## How strain direction controls the gap of cubic SiC

A cubic silicon carbide layer grown on a substrate can be left strained when the two differ in lattice constant or in thermal expansion. The strain shifts the band gap, and the shift depends on direction as well as on size. The table lists PBE gaps for several kinds of strain, with two results left open. What should the gap do when the crystal is compressed by 2 % along x, and when it is stretched by 1 % along the body diagonal 111?

Band gaps of strained zincblende SiC from Ansatz 0.2.0 (PBE, plane-wave PAW, 420 eV cutoff, 10×10×10 k mesh, no spin polarisation), with cells and atoms relaxed in r2SCAN. Strain is per length, with the sides held in uniaxial rows and the normal free to relax in epitaxial rows. Changes are relative to the unstrained cell.

| strain kind | strain (%) | band gap (eV) | band gap change (eV) | pressure change (GPa) |
| --- | --- | --- | --- | --- |
| epitaxial xy | -0.5 | 1.308 | -0.050 | 1.54 |
| epitaxial xy | 2.5 | 0.978 | -0.381 | -7.07 |
| epitaxial xy | 3 | 0.907 | -0.452 | -8.34 |
| hydrostatic | 4 | 1.456 | 0.097 | -21.19 |
| uniaxial 111 | 1 | ? | ? | ? |
| uniaxial x | -2 | ? | ? | ? |
| uniaxial x | -0.5 | 1.301 | -0.057 | 1.14 |
| uniaxial z | -2 | 1.128 | -0.231 | 4.72 |
| uniaxial z | 5 | 1.150 | -0.209 | -10.19 |

The column "band gap change" is measured from the unstrained crystal, whose gap is 1.308 + 0.050 = 1.358 eV. Unstrained here means the cell relaxed with r2SCAN, which is not free of stress under PBE. The measured gap is roughly 2.4 eV; PBE is known to make gaps too small, so the changes deserve more trust than the gaps themselves. Equal stretching in all directions opens the gap. In the other known rows the gap falls, whether the crystal is stretched or compressed.

### Why both signs of strain close the gap

The gap of cubic SiC runs from the valence top at the zone centre to conduction minima, or valleys, at the X points. Each edge is threefold. Without spin-orbit coupling, which these runs leave out, the valence top consists of three p-like levels, one for each cubic axis, and there is one conduction valley along each axis. In the cubic crystal the three members of each set have the same energy.

A strain along z singles out one axis. Each set then splits into a pair and a single level, while the average of the set, to first order in the strain, feels only the change of volume. Whichever way the set splits, some valence level lies above its average and some conduction valley lies below its own. The gap is measured between these extremes, so the splitting closes it for either sign of strain.

The amounts differ, however. To keep the average in place, the single level must move twice as far as the pair. Band theory for this type of crystal says that stretching along z brings the pairs into the gap, while compression brings in the single levels. Compression should therefore close the gap twice as fast.

The change of volume adds to this. Stretching raises the volume, which opens the gap and offsets part of the closing; compression lowers the volume and closes the gap further. This is why the contrast in the table exceeds a factor of two: the gap loses 0.116 eV per percent of compression in the −2 % row along z, but only 0.042 eV per percent of stretch in the +5 % row.

### A model with two constants

Let v be the fractional change of volume, taken to first order in the strain, and t the strain along the unique axis less the strain along the sides. Then

gap change = a·v − D·t for t > 0,

gap change = a·v − 2D·|t| for t < 0.

The constant a describes the effect of volume. D is the combined closing from both band edges, and these gaps can't divide it between them.

In the epitaxial rows the plane is strained and the normal is free to respond. To first order the pressure of a cubic crystal follows its volume, so the two known −0.5 % rows reveal that response. Their pressure changes, 1.54 and 1.14 GPa, have a ratio of 1.35, whereas two in-plane strains with a fixed normal would give 2. The normal thus moves the opposite way by about 0.65 of the in-plane strain, close to the 0.66 of the computed cell. A layer stretched in its plane is short along its normal, and so it belongs with the compressed crystals, where the gap closes fast.

A least-squares fit to the seven known rows gives a = 0.85 eV and D = 5.0 eV, with a typical misfit of 0.007 eV. If both signs of t are made to close the gap equally, the misfit rises to 0.075 eV. The table therefore supports the two-to-one rule.

The levels in the runs show where the rule comes from. At 2.5 % epitaxial stretch, where the crystal is short along z, a single valence level lies 0.261 eV above a pair, and the conduction minimum is the single valley along z. Two thirds of that separation is the single level's rise above the average, so the valence top supplies roughly two fifths of the closing by shape and the valleys the rest. In the +5 % row along z the conduction minimum is instead a side valley, one of the pair. That the valence pair is on top when t is positive is expected from theory, and the runs bear it out: the valence-top energies of the two −0.5 % rows, read with a single level on top in the x row and a pair on top in the epitaxial row, give a splitting per unit t within 1 % of the one seen at 2.5 %. The value of a rests mainly on one large hydrostatic stretch. The printed output after the text shows both fits.

### Two forecasts

**Compression by 2 % along x.** The model would give −0.216 eV, but symmetry offers something better. In a cubic crystal x and z are equivalent, and the table already holds the same compression along z. The forecast is that row's value, **−0.231 ± 0.003 eV**, where the margin allows for small numerical differences between separate calculations.

**Stretch by 1 % along 111.** The body diagonal makes the same angle with all three cubic axes, so the three conduction valleys remain equivalent and their splitting drops out. The valence top still splits, because its p-like levels can combine into one level along the diagonal and a pair across it. Stretching raises the pair.

None of the known rows tests this shear splitting, so its strength has to come from elsewhere. It is described by a deformation potential d, which is roughly −5 eV for crystals of this type, with 3 to 7 eV as a plausible span of its magnitude. For a strain ε along 111 the pair rises by |d|·ε/√3. The estimate then has two steps:

- The volume grows by 1 %, which opens the gap by 0.85 eV × 0.01 = 0.0085 eV.
- The valence pair rises by 5 eV × 0.01/√3 = 0.029 eV, which closes it.

The forecast is a slight fall, **−0.020 ± 0.015 eV**. Most of the margin reflects the uncertainty in d.

### The computed values

The withheld rows as computed:

| strain kind | strain (%) | band gap (eV) | band gap change (eV) | pressure change (GPa) |
| --- | --- | --- | --- | --- |
| uniaxial 111 | 1 | 1.335 | -0.024 | -2.20 |
| uniaxial x | -2 | 1.128 | -0.231 | 4.72 |

The x row agrees with its z twin to the last printed digit. This hit confirms that the calculation respects the cubic symmetry, but it is no success of the two-constant model. The model's own value would have missed by 0.015 eV, just as it does for the z row, which was part of the fit and is its worst case. The closing under compression is almost linear, since four times the unrounded −0.5 % row gives −0.230 eV. The miss comes from the fit, whose first-order constants are pulled down by the large stretches.

The 111 row was outside the fit, and its computed change of −0.024 eV lies within the forecast range. The gap closes by 0.004 eV more than the central estimate. With the fitted a, a magnitude of 5.6 eV for d would remove the difference, but that a rests mainly on one large strain and is too low for small ones. The two −0.5 % rows alone, taken unrounded and with the computed normal strain, give a near 1.0 eV and D near 5.2 eV, and the 111 row then calls for a magnitude of d near 5.9 eV. The forecast landed so close partly because a low a and a low d offset each other.

The same reasoning gives a first guess for other strains of this crystal. Find the change of volume, then ask which sets of levels the strain splits, and whether a pair or a single level enters the gap. For a layer stretched in the xy plane the answer is the costly one, a single level at each edge: at 2.5 % epitaxial stretch the gap has fallen by 0.381 eV, more than the 0.209 eV lost at twice that stretch along a single axis with the sides held.

The analysis program printed:

```
fit of band_gap_change on 7 rows: coefficient of tr 0.8454 +/- 0.061, coefficient of split -4.982 +/- 0.06; rms 0.00665, worst uniaxial z 0.0148, leave-one-out rms 0.0145
  rows outside the fit (model, value, miss): uniaxial 111 0.008454, -0.024, 0.0325; uniaxial x -0.2162, -0.231, 0.0148
fit of band_gap_change on 7 rows: coefficient of tr 1.003 +/- 0.7, coefficient of eqsplit -8.3 +/- 1.2; rms 0.0752, worst uniaxial z -0.156, leave-one-out rms 0.141
  rows outside the fit (model, value, miss): uniaxial 111 0.01003, -0.024, 0.034; uniaxial x -0.1861, -0.231, 0.0449
Parts of the gap change in eV:
           row  volume part  shape part       sum  computed
  epitaxial xy     -0.00571    -0.04108  -0.04679     -0.05
  epitaxial xy      0.02855     -0.4108   -0.3822    -0.381
  epitaxial xy      0.03426     -0.4929   -0.4587    -0.452
   hydrostatic       0.1015           0    0.1015     0.097
  uniaxial 111     0.008454    -0.02887  -0.02041    -0.024
    uniaxial x     -0.01691     -0.1993   -0.2162    -0.231
    uniaxial x    -0.004227    -0.04982  -0.05404    -0.057
    uniaxial z     -0.01691     -0.1993   -0.2162    -0.231
    uniaxial z      0.04227     -0.2491   -0.2068    -0.209
Normal strain opposite to in-plane strain, per unit in-plane strain: 0.6491
Gap lost per % of uniaxial compression, from z -2 %, eV: 0.1155
Gap lost per % of uniaxial stretch, from z +5 %, eV: 0.0418
Forecast 111 +1 %, gap change with d magnitude 5 eV, eV: -0.02041
Same with d magnitude 3 eV, eV: -0.008866
Same with d magnitude 7 eV, eV: -0.03196
Miss 111 +1 %, forecast less computed, eV: 0.003587
Magnitude of d that would close the 111 miss, eV: 5.621
Forecast x -2 % from its z twin, eV: -0.231
Miss x -2 %, forecast less computed, eV: 0
```
